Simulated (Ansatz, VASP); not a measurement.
One calculation of Os, two programs

INCAR

```
PREC     = Accurate       # precision mode
ENCUT    = 520            # plane-wave cutoff, eV
EDIFF    = 1E-7           # SCF threshold, eV
ISMEAR   = -1             # smearing method
SIGMA    = 0.05           # smearing width, eV
LREAL    = F              # projectors in reciprocal space
LASPH    = T              # aspherical terms in the spheres
NELM     = 100            # most SCF steps
ALGO     = Normal         # electronic algorithm
ISIF     = 2              # what is computed and relaxed
LWAVE    = F              # write WAVECAR
LCHARG   = F              # write CHGCAR
GGA      = RP             # functional
NBANDS   = 15             # bands
```

The input KPOINTS:

```
Automatic mesh
0
Gamma
  6 6 4
```

The input POSCAR:

```
Os
1.0
    2.7341000000      0.0000000000      0.0000000000
   -1.3670500000      2.3678000565      0.0000000000
    0.0000000000      0.0000000000      4.3197000000
Os
2
Direct
    0.6666666667      0.3333333333      0.7500000000
    0.3333333333      0.6666666667      0.2500000000
```

Contents of input.yaml:

```yaml
crystal:
  lattice:
    - [2.7341, 0.0, 0.0]
    - [-1.36705, 2.3678000565, 0.0]
    - [0.0, 0.0, 4.3197]
  atoms:
    - { symbol: Os, position: [0.6666666667, 0.3333333333, 0.75] }
    - { symbol: Os, position: [0.3333333333, 0.6666666667, 0.25] }
hamiltonian:
  xc: rpbe
  pseudopotentials: { kind: paw }
kpoints:
  mp_grid: { grid: [6, 6, 4] }
  band_path:
    path:
      - [[0.0, 0.0, 0.0], [0.5, 0.0, 0.0], [0.3333333333, 0.3333333333, 0.0], [0.0, 0.0, 0.0], [0.0, 0.0, 0.5], [0.5, 0.0, 0.5], [0.3333333333, 0.3333333333, 0.5], [0.0, 0.0, 0.5]]
      - [[0.5, 0.0, 0.5], [0.5, 0.0, 0.0]]
      - [[0.3333333333, 0.3333333333, 0.0], [0.3333333333, 0.3333333333, 0.5]]
    npoints: 14
scf:
  occupations: { method: fermi_dirac, width: 0.05 }
  n_extra_bands: 6
output:
  forces: true
  stress: true
  eigenvalues: true
  fatbands: false
```

Alike in both runs: functional RPBE; k mesh 6 × 6 × 4; occupations fermi-dirac, width 0.05 eV; no spin polarisation.

|  | VASP | Ansatz |
| --- | --- | --- |
| version | VASP 6.6.1 | Ansatz 0.2.0 |
| potentials or method | VASP PAW PBE potentials, release 64 (Os) | Ansatz PAW |
| plane-wave cutoff (eV) | 520 | 420 |
| valence electrons in the cell | 16 | 32 |
| task | single point | band structure |

Ansatz gave:

```
gap on the k mesh at the Fermi level (eV)       : none
pressure (GPa)                                  : 13.7
largest component of the traceless stress (GPa) : 3.96
```

Problem. Which values does VASP return?

Solution. gap on the k mesh at the Fermi level (eV): none; pressure (GPa): 13.3; largest component of the traceless stress (GPa): 4.04.

A gap of «none» marks a metal or a gap that the smearing closes. The two sets of potentials don't hold the same shells in valence.

Caveats: the k mesh is coarse (spacing up to 0.44 Å⁻¹), so the values aren't converged; the PAW data sets were made with another functional, which shifts forces and pressure a little (VASP); spin-orbit coupling is left out, which moves the levels of the heavy elements (Ansatz); the PAW data sets come from PBE, with cores solved anew for the run's functional, which leaves a small shift of forces and pressure (Ansatz). The runs have no spin-orbit coupling, so splittings on Os are missing.
